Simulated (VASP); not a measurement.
# CdSe (Cadmoselite) (P6_3mc) in VASP: further runs

The runs below take CdSe (Cadmoselite) through relaxation of shape and atoms at fixed volume, with PBE+D3(BJ).

Program: VASP 6.6.1. These are calculated values, not measurements. Logs are shortened: lines on timing, memory, paths and dates and some standing lists are left out, and cuts for length are marked.

**The experiment to reproduce.**

From a printed reference work, data compilation, for a bulk crystal of CdSe at 2 K: band gap 1.841 eV.

The results are compared with them further down.

## 1. Starting point

Symmetry: P6_3mc, No. 186, hexagonal system. The conventional cell has a = 4.328 Å, b = 4.328 Å, c = 7.079 Å, α = 90.00°, β = 90.00°, γ = 120.00°. Cd (site symmetry 3m) has 4 Se at 2.65 Å as nearest neighbours. Around Se (site symmetry 3m) lie 4 Cd at 2.65 Å.

## 2. Relaxation of shape and atoms at fixed volume, PBE+D3(BJ)

Input file INCAR:

```
SYSTEM = CdSe
ALGO = Fast
EDIFF = 1E-7
EDIFFG = -0.01
ENCUT = 600
GGA = PE
IBRION = 2
ISIF = 4
ISMEAR = 0
IVDW = 12
LASPH = .True.
LCHARG = .False.
LREAL = .False.
LWAVE = .False.
NELM = 80
NSW = 40
PREC = Accurate
SIGMA = 0.03
```

Input file KPOINTS:

```
k-points
0
Gamma
  9 9 4
  0 0 0
```

Input file POSCAR:

```
CdSe                                    
1.0
    4.3280197222      0.0000000000      0.0000000000
   -2.1640098611      3.7481750276      0.0000000000
    0.0000000000      0.0000000000      7.0790367033
  Cd              Se            
     2     2
Direct
     0.3333333332999970    0.6666666667000030    0.0049753195880424
     0.6666666667000030    0.3333333332999970    0.5049753195880424
     0.3333333332999970    0.6666666667000030    0.3800246804119556
     0.6666666667000030    0.3333333332999970    0.8800246804119556
```

Potentials or basis: VASP PAW PBE potentials, release 64 (Cd, Se).

Launch:

```bash
$ cat potpaw_PBE.64/Cd/POTCAR potpaw_PBE.64/Se/POTCAR > POTCAR
$ mpirun -np 1 vasp_std > vasp.out
```

OUTCAR:

```text
SYSTEM = CdSe
   EDIFF = 1E-7
   EDIFFG = -0.01
   ENCUT = 600
   GGA = PE
   IBRION = 2
   ISIF = 4
   ISMEAR = 0
   IVDW = 12
   LASPH = .True.
   LREAL = .False.
   NELM = 80
   NSW = 40
   PREC = Accurate
 IVDW          = 12

 ion  position               nearest neighbor table
   1  0.333  0.667  0.005-   4 2.65   4 2.65   4 2.65   3 2.65
   2  0.667  0.333  0.505-   3 2.65   3 2.65   3 2.65   4 2.65
   3  0.333  0.667  0.380-   2 2.65   2 2.65   2 2.65   1 2.65
   4  0.667  0.333  0.880-   1 2.65   1 2.65   1 2.65   2 2.65

  LATTYP: Found a hexagonal cell.
 ALAT       =     4.3280197222
 C/A-ratio  =     1.6356294929

  Lattice vectors:

 A1 = (   4.3280197222,   0.0000000000,   0.0000000000)
 A2 = (  -2.1640098611,   3.7481750276,   0.0000000000)
 A3 = (   0.0000000000,   0.0000000000,   7.0790367033)

Analysis of symmetry for initial positions (statically):
=====================================================================
 Subroutine PRICEL returns:
 Original cell was already a primitive cell.

 Routine SETGRP: Setting up the symmetry group for a
 hexagonal supercell.

 Subroutine GETGRP returns: Found 12 space group operations
 (whereof  6 operations were pure point group operations)
 out of a pool of 24 trial point group operations.

The static configuration has the point symmetry C_3v.
 The point group associated with its full space group is C_6v.

Analysis of symmetry for dynamics (positions and initial velocities):
=====================================================================
 Subroutine PRICEL returns:
 Original cell was already a primitive cell.

 Routine SETGRP: Setting up the symmetry group for a
 hexagonal supercell.

 Subroutine GETGRP returns: Found 12 space group operations
 (whereof  6 operations were pure point group operations)
 out of a pool of 24 trial point group operations.

The dynamic configuration has the point symmetry C_3v.
 The point group associated with its full space group is C_6v.

 Subroutine INISYM returns: Found 12 space group operations
 (whereof  6 operations are pure point group operations),
 and found     1 'primitive' translations

----------------------------------------------------------------------------------------

                                     Primitive cell

  volume of cell :     114.8374

  direct lattice vectors                    reciprocal lattice vectors
     4.328019722  0.000000000  0.000000000     0.231052552  0.133398253  0.000000000
    -2.164009861  3.748175028  0.000000000     0.000000000  0.266796506  0.000000000
     0.000000000  0.000000000  7.079036703     0.000000000  0.000000000  0.141262158

  length of vectors
     4.328019722  4.328019722  7.079036703     0.266796506  0.266796506  0.141262158

  position of ions in fractional coordinates (direct lattice)
     0.333333333  0.666666667  0.004975320
     0.666666667  0.333333333  0.504975320
     0.333333333  0.666666667  0.380024680
     0.666666667  0.333333333  0.880024680

  ion indices of the primitive-cell ions
   primitive index   ion index
                 1           1
                 2           2
                 3           3
                 4           4

----------------------------------------------------------------------------------------

 KPOINTS: k-points

Automatic generation of k-mesh.
 Grid dimensions read from file:
 generate k-points for:    9    9    4

 Generating k-lattice:

  Cartesian coordinates                     Fractional coordinates (reciprocal lattice)
     0.025672506  0.014822028  0.000000000     0.111111111  0.000000000  0.000000000
     0.000000000  0.029644056  0.000000000     0.000000000  0.111111111  0.000000000
     0.000000000  0.000000000  0.035315539     0.000000000  0.000000000  0.250000000

  Length of vectors
     0.029644056  0.029644056  0.035315539

  Shift w.r.t. Gamma in fractional coordinates (k-lattice)
     0.000000000  0.000000000  0.000000000

 Subroutine IBZKPT returns following result:
 ===========================================

 Found     36 irreducible k-points:

 Following reciprocal coordinates:
            Coordinates               Weight
  0.000000  0.000000  0.000000      1.000000
  0.111111  0.000000  0.000000      6.000000
  0.222222  0.000000  0.000000      6.000000
  0.333333  0.000000  0.000000      6.000000
  0.444444  0.000000  0.000000      6.000000
  0.111111  0.111111  0.000000      6.000000
[... 16 lines left out ...]
  0.333333  0.222222  0.250000     24.000000
  0.333333  0.333333  0.250000      4.000000
 [... further k-points ...]
   k-points           NKPTS =     36   k-points in BZ     NKDIM =     36   number of bands    NBANDS=     22
   number of dos      NEDOS =    301   number of ions     NIONS =      4
   total plane-waves  NPLWV =  77760
   dimension x,y,z NGX =    36 NGY =   36 NGZ =   60
   dimension x,y,z NGXF=    72 NGYF=   72 NGZF=  120
   ions per type =               2   2
[... 87 lines left out ...]
      3      -7.0669      2.00000
      4      -7.0568      2.00000
      5      -7.0417      2.00000
      6      -6.9895      2.00000
[... 14 lines left out ...]
     21       6.2708      0.00000
     22       6.8335      0.00000

 k-point     3 :       0.2222    0.0000    0.0000
  band No.  band energies     occupation
      1     -11.5697      2.00000
      2     -11.2868      2.00000
      3      -7.0380      2.00000
      4      -7.0271      2.00000
      5      -6.9657      2.00000
      6      -6.9421      2.00000
[... 14 lines left out ...]
     21       5.9313      0.00000
     22       6.7777      0.00000

 k-point     4 :       0.3333    0.0000    0.0000
  band No.  band energies     occupation
      1     -11.4515      2.00000
      2     -11.2486      2.00000
      3      -7.0113      2.00000
      4      -7.0006      2.00000
      5      -6.9018      2.00000
      6      -6.8915      2.00000
[... 14 lines left out ...]
     21       5.8320      0.00000
     22       6.5746      0.00000

 k-point     5 :       0.4444    0.0000    0.0000
  band No.  band energies     occupation
      1     -11.3626      2.00000
      2     -11.2346      2.00000
      3      -6.9983      2.00000
      4      -6.9882      2.00000
      5      -6.8604      2.00000
      6      -6.8562      2.00000
[... 14 lines left out ...]
     21       5.5900      0.00000
     22       6.7851      0.00000

 k-point     6 :       0.1111    0.1111    0.0000
  band No.  band energies     occupation
      1     -11.5994      2.00000
      2     -11.2985      2.00000
      3      -7.0450      2.00000
      4      -7.0370      2.00000
      5      -6.9876      2.00000
      6      -6.9629      2.00000
[... 14 lines left out ...]
     21       5.9542      0.00000
     22       6.7170      0.00000

 k-point     7 :       0.2222    0.1111    0.0000
  band No.  band energies     occupation
      1     -11.4918      2.00000
      2     -11.2598      2.00000
      3      -7.0144      2.00000
      4      -7.0120      2.00000
      5      -6.9211      2.00000
      6      -6.9153      2.00000
[... 324 lines left out ...]
      6      -6.8871      2.00000
[... 14 lines left out ...]
     21       5.8681      0.00000
     22       6.1459      0.00000

 k-point    21 :       0.4444    0.1111    0.2500
  band No.  band energies     occupation
      1     -11.3177      2.00000
      2     -11.2465      2.00000
      3      -6.9845      2.00000
      4      -6.9698      2.00000
      5      -6.8976      2.00000
      6      -6.8730      2.00000
[... 14 lines left out ...]
     21       5.9891      0.00000
     22       6.0059      0.00000

 k-point    22 :       0.2222    0.2222    0.2500
  band No.  band energies     occupation
      1     -11.3688      2.00000
      2     -11.2575      2.00000
      3      -6.9896      2.00000
      4      -6.9727      2.00000
      5      -6.9090      2.00000
      6      -6.8931      2.00000
[... 14 lines left out ...]
     21       5.9182      0.00000
     22       6.2578      0.00000

 k-point    23 :       0.3333    0.2222    0.2500
  band No.  band energies     occupation
      1     -11.3017      2.00000
      2     -11.2460      2.00000
      3      -6.9867      2.00000
      4      -6.9489      2.00000
      5      -6.8999      2.00000
      6      -6.8723      2.00000
[... 14 lines left out ...]
     21       5.7918      0.00000
     22       6.4074      0.00000

 k-point    24 :       0.3333    0.3333    0.2500
  band No.  band energies     occupation
      1     -11.2605      2.00000
      2     -11.2605      2.00000
      3      -6.9895      2.00000
      4      -6.9155      2.00000
      5      -6.9155      2.00000
      6      -6.8670      2.00000
[... 14 lines left out ...]
     21       5.4989      0.00000
     22       7.1887      0.00000

 [... further k-points ...]

------------------------ aborting loop because EDIFF is reached ----------------------------------------

 Edisp (eV)   -1.24535

 E8    (eV) :    -0.5322

  FORCE on cell =-STRESS in cart. coord.  units (eV):
  Direction    XX          YY          ZZ          XY          YZ          ZX
  --------------------------------------------------------------------------------------
  -------------------------------------------------------------------------------------
  Total      -0.00019    -0.00019    -0.00696     0.00000     0.00000     0.00000
  in kB      -0.00269    -0.00269    -0.09704     0.00000     0.00000     0.00000
  external pressure =       -0.03 kB  Pullay stress =        0.00 kB

 VOLUME and BASIS-vectors are now :
 -----------------------------------------------------------------------------
  energy-cutoff  :      600.00
  volume of cell :      114.84
      direct lattice vectors                 reciprocal lattice vectors
     4.328019722  0.000000000  0.000000000     0.231052552  0.133398253  0.000000000
    -2.164009861  3.748175028  0.000000000     0.000000000  0.266796506  0.000000000
     0.000000000  0.000000000  7.079036703     0.000000000  0.000000000  0.141262158

 POSITION                                       TOTAL-FORCE (eV/Angst)
 -----------------------------------------------------------------------------------
     -0.00000      2.49878      0.03522         0.000000     -0.000000     -0.001405
      2.16401      1.24939      3.57474        -0.000000      0.000000     -0.001405
     -0.00000      2.49878      2.69021        -0.000000      0.000000      0.001405
      2.16401      1.24939      6.22973         0.000000     -0.000000      0.001405
 -----------------------------------------------------------------------------------
    total drift:                               -0.000000      0.000000      0.000719

  FREE ENERGIE OF THE ION-ELECTRON SYSTEM (eV)
  ---------------------------------------------------
  free  energy   TOTEN  =       -12.2105725837 eV

  energy  without entropy=      -12.2105725837  energy(sigma->0) =      -12.21057258

 reached required accuracy - stopping structural energy minimisation
```

It took 56 s on 1 thread of Intel Xeon 6975P-C (Granite Rapids), shared host; peak memory 0.33 GiB.

What came out:

- Free energy: -12.2106 eV
- Pressure after relaxing: 0.0 GPa
- Band gap on the k mesh: 0.62 eV, direct
- Dispersion energy per atom: -0.311 eV

Final structure:
```
Cd Se
1.0
     4.32802    0.00000    0.00000
    -2.16401    3.74818    0.00000
     0.00000    0.00000    7.07904
Cd Se
2 2
Direct
  0.33333 0.66667 0.00498
  0.66667 0.33333 0.50498
  0.33333 0.66667 0.38002
  0.66667 0.33333 0.88002
```

Caveat: the relaxation stopped at its first step, so nothing moved.

## 3. Relaxation of shape and atoms at fixed volume, PBE+D3(BJ) (a relaxed cell with its volume scaled by 1.02)

INCAR is that of step 2.

KPOINTS is that of step 2.

Edit POSCAR of step 2 so:

```diff
@@ -2,5 +2,5 @@
 1.0
-    4.3280197222      0.0000000000      0.0000000000
-   -2.1640098611      3.7481750276      0.0000000000
-    0.0000000000      0.0000000000      7.0790367033
+    4.3566829398      0.0000000000      0.0000000000
+   -2.1783414699      3.7729981022      0.0000000000
+    0.0000000000      0.0000000000      7.1259191074
   Cd              Se
```

Potentials or basis: VASP PAW PBE potentials, release 64 (Cd, Se).

Launch:

```bash
$ cat potpaw_PBE.64/Cd/POTCAR potpaw_PBE.64/Se/POTCAR > POTCAR
$ mpirun -np 1 vasp_std > vasp.out
```

Run time: 57 s. Hardware: 1 thread of Intel Xeon 6975P-C (Granite Rapids), shared host; peak memory 0.33 GiB.

It converged, with:

```
Free energy                  : -12.2042 eV
Pressure after relaxing      : -0.9 GPa
Largest force after relaxing : 0.004 eV/Å
Band gap on the k mesh       : 0.57 eV, direct
Dispersion energy per atom   : -0.304 eV
```

Forces in eV/Å, atoms in the order of the input:
```
Cd   0.000  0.000 -0.004
Cd   0.000  0.000 -0.004
Se   0.000  0.000  0.004
Se   0.000  0.000  0.004
```

Final structure:
```
CELL_PARAMETERS angstrom
4.35668 0.00000 0.00000
-2.17834 3.77300 0.00000
0.00000 0.00000 7.12592
ATOMIC_POSITIONS crystal
Cd 0.33333 0.66667 0.00498
Cd 0.66667 0.33333 0.50498
Se 0.33333 0.66667 0.38002
Se 0.66667 0.33333 0.88002
```

Levels at points of the mesh, in eV from the valence-band top:
```csv
k point,band 14,band 15,band 16,band 17,band 18,band 19,band 20,band 21,band 22
"(0.00, 0.00, 0.00)",-0.71,-0.71,-0.05,0.00,0.00,0.57,2.18,5.86,5.89
"(0.00, 0.00, 0.50)",-2.58,-0.37,-0.37,-0.37,-0.37,2.30,2.30,5.78,5.78
```

Caveat: the relaxation stopped at its first step, so nothing moved.

## 4. Relaxation of shape and atoms at fixed volume, PBE+D3(BJ) (a relaxed cell with its volume scaled by 1.04)

INCAR is that of step 3.

KPOINTS is that of step 3.

Edit POSCAR of step 3 so:

```diff
@@ -2,5 +2,5 @@
 1.0
-    4.3566829398      0.0000000000      0.0000000000
-   -2.1783414699      3.7729981022      0.0000000000
-    0.0000000000      0.0000000000      7.1259191074
+    4.3849738815      0.0000000000      0.0000000000
+   -2.1924869407      3.7974987763      0.0000000000
+    0.0000000000      0.0000000000      7.1721926060
   Cd              Se
```

Launch:

```bash
$ cat potpaw_PBE.64/Cd/POTCAR potpaw_PBE.64/Se/POTCAR > POTCAR
$ mpirun -np 1 vasp_std > vasp.out
```

Wall time 63 s (1 thread of Intel Xeon 6975P-C (Granite Rapids), shared host); peak memory 0.33 GiB.

It converged, with:

- Free energy: -12.1851 eV
- Pressure after relaxing: -1.8 GPa
- Largest force after relaxing: 0.006 eV/Å
- Band gap on the k mesh: 0.53 eV, direct
- Dispersion energy per atom: -0.298 eV

Forces in eV/Å, atoms in the order of the input:
```
Cd   0.000  0.000 -0.006
Cd   0.000  0.000 -0.006
Se   0.000  0.000  0.006
Se   0.000  0.000  0.006
```

Final structure:
```
Cd Se
1.0
     4.38497    0.00000    0.00000
    -2.19249    3.79750    0.00000
     0.00000    0.00000    7.17219
Cd Se
2 2
Direct
  0.33333 0.66667 0.00498
  0.66667 0.33333 0.50498
  0.33333 0.66667 0.38002
  0.66667 0.33333 0.88002
```

Levels at points of the mesh, in eV from the valence-band top:
```csv
k point,band 15,band 16,band 17,band 18,band 19,band 20,band 21,band 22
"(0.00, 0.00, 0.00)",-0.68,-0.05,0.00,0.00,0.53,2.15,5.86,5.88
"(0.00, 0.00, 0.50)",-0.36,-0.36,-0.36,-0.36,2.26,2.26,5.75,5.75
```

Caveat: the relaxation stopped at its first step, so nothing moved.

## 5. Relaxation of shape and atoms at fixed volume, PBE+D3(BJ) (a relaxed cell with its volume scaled by 1.06)

INCAR is that of step 4.

KPOINTS is that of step 4.

Edit POSCAR of step 4 so:

```diff
@@ -2,5 +2,5 @@
 1.0
-    4.3849738815      0.0000000000      0.0000000000
-   -2.1924869407      3.7974987763      0.0000000000
-    0.0000000000      0.0000000000      7.1721926060
+    4.4129044045      0.0000000000      0.0000000000
+   -2.2064522022      3.8216873188      0.0000000000
+    0.0000000000      0.0000000000      7.2178765931
   Cd              Se
```

Launch:

```bash
$ cat potpaw_PBE.64/Cd/POTCAR potpaw_PBE.64/Se/POTCAR > POTCAR
$ mpirun -np 1 vasp_std > vasp.out
```

Run time: 59 s. Hardware: 1 thread of Intel Xeon 6975P-C (Granite Rapids), shared host; peak memory 0.34 GiB.

Results (log left out):

| Property | Result |
| --- | --- |
| Free energy | -12.1545 eV |
| Pressure after relaxing | -2.5 GPa |
| Largest force after relaxing | 0.008 eV/Å |
| Band gap on the k mesh | 0.49 eV, direct |
| Dispersion energy per atom | -0.291 eV |

Forces in eV/Å, atoms in the order of the input:
```
Cd   0.000  0.000 -0.008
Cd   0.000  0.000 -0.008
Se   0.000  0.000  0.008
Se   0.000  0.000  0.008
```

Final structure:
```cif
data_structure
_symmetry_space_group_name_H-M 'P 1'
_symmetry_Int_Tables_number 1
_cell_length_a 4.4129
_cell_length_b 4.4129
_cell_length_c 7.2179
_cell_angle_alpha 90.000
_cell_angle_beta 90.000
_cell_angle_gamma 120.000
_cell_volume 121.73
loop_
_atom_site_label
_atom_site_type_symbol
_atom_site_fract_x
_atom_site_fract_y
_atom_site_fract_z
_atom_site_occupancy
Cd1 Cd 0.33333 0.66667 0.00498 1
Cd2 Cd 0.66667 0.33333 0.50498 1
Se1 Se 0.33333 0.66667 0.38002 1
Se2 Se 0.66667 0.33333 0.88002 1
```

Levels at points of the mesh, in eV from the valence-band top:
```
           k point  band 14  band 15  band 16  band 17  band 18  band 19  band 20  band 21  band 22
(0.00, 0.00, 0.00)    -0.66    -0.66    -0.05     0.00     0.00     0.49     2.13     5.85     5.87
(0.00, 0.00, 0.50)    -2.49    -0.34    -0.34    -0.34    -0.34     2.22     2.22     5.72     5.72
```

Caveat: the relaxation stopped at its first step, so nothing moved.

## 6. The runs side by side

```csv
cell,gap on the mesh (eV),pressure (GPa),largest force (eV/Å)
atoms relaxed at fixed volume,0.62,0.0,-
atoms relaxed at fixed volume from: a relaxed cell with its volume scaled by 1.02,0.57,-0.9,-
atoms relaxed at fixed volume from: a relaxed cell with its volume scaled by 1.04,0.53,-1.8,0.01
atoms relaxed at fixed volume from: a relaxed cell with its volume scaled by 1.06,0.49,-2.5,0.01
```

Alike in all rows: task relaxation of shape and atoms at fixed volume; level PBE+D3(BJ); potentials or basis VASP PAW PBE potentials, release 64 (Cd, Se); no spin polarisation; k mesh 9 × 9 × 4; cutoff (eV) 600; smearing gaussian 0.03 eV.

Caveats: the relaxation stopped at its first step, so nothing moved.

Absolute energies hang on the potentials; compare differences alone.

## 7. How close it comes

Step 2. A measured gap of CdSe is 1.841 eV (2 K; a printed reference work, data compilation); the calculated 0.62 eV misses it by -1.22 eV. So large a miss can be the level of theory's own, or it may mean another phase, state or a wrong row. Spin-orbit coupling on Cd, Se is left out. The value is that of PBE+D3(BJ), without temperature or zero-point motion. Semilocal functionals fall short of measured gaps as a rule.
